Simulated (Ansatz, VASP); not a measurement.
## CdF2 in VASP and in Ansatz

The input INCAR:

```
  PREC = Accurate
  ENCUT = 520
  EDIFF = 1E-6
  ISMEAR = 0
  SIGMA = 0.05
  LREAL = F
  LASPH = T
  NELM = 100
  ALGO = Normal
  ISIF = 2
  LWAVE = F
  LCHARG = T
  GGA = PS
  LELF = T
  LVHAR = T
  NBANDS = 20
```

KPOINTS

```
Automatic mesh
0
Gamma
  8 8 8
```

File POSCAR:

```
CdF2
1.0
    0.0000000000      2.5406438519      2.9949311632
    2.5406438519      0.0000000000      2.9949311632
    2.5406438519      2.5406438519      0.0000000000
Cd F
1 2
Direct
    0.0000000000      0.0000000000      0.0000000000
    0.2500000000      0.2500000000      0.2500000000
    0.7500000000      0.7500000000      0.7500000000
```

Input for Ansatz:

```yaml
crystal:
  lattice:
    - [0.0, 2.5406438519, 2.9949311632]
    - [2.5406438519, 0.0, 2.9949311632]
    - [2.5406438519, 2.5406438519, 0.0]
  atoms:
    - { symbol: Cd, position: [0.0, 0.0, 0.0] }
    - { symbol: F, position: [0.25, 0.25, 0.25] }
    - { symbol: F, position: [0.75, 0.75, 0.75] }
basis:
  ecutwfc: 520.0
kpoints:
  mp_grid: { grid: [8, 8, 8] }
hamiltonian:
  xc: pbesol
scf:
  occupations: { method: gaussian, width: 0.05 }
output:
  forces: true
  stress: true
  eigenvalues: true
  write_density: true
  write_potential: true
  elf: true
  volumetric_format: npy
```

Change from the starting cell: strain +e along x and -e along y +0.0000, strain +e along z and -e/2 along x and y +0.1125.

Alike in both runs: task single point; functional PBEsol; k mesh 8 × 8 × 8; occupations gaussian, width 0.05 eV; no spin polarisation.

```csv
,VASP,Ansatz
version,VASP 6.6.1,Ansatz 0.2.0
potentials or method,"VASP PAW PBE potentials, release 64 (Cd, F)","scalar-relativistic, plane waves, PAW"
plane-wave cutoff (eV),520,520
valence electrons in the cell,26,34
```

Ansatz gave:

- gap on the k mesh at the Fermi level (eV): 2.41
- least direct gap on the mesh (eV): 2.96
- pressure (GPa): 0.5
- largest component of the traceless stress (GPa): 12.71

Problem. Which values does VASP return?

Solution. gap on the k mesh at the Fermi level (eV): 2.38; least direct gap on the mesh (eV): 2.93; pressure (GPa): 1.3; largest component of the traceless stress (GPa): 12.51.

The two sets of potentials don't hold the same shells in valence.

Caveats: the PAW data sets were made with another functional, which shifts forces and pressure a little (VASP). A k mesh can miss the band edges.
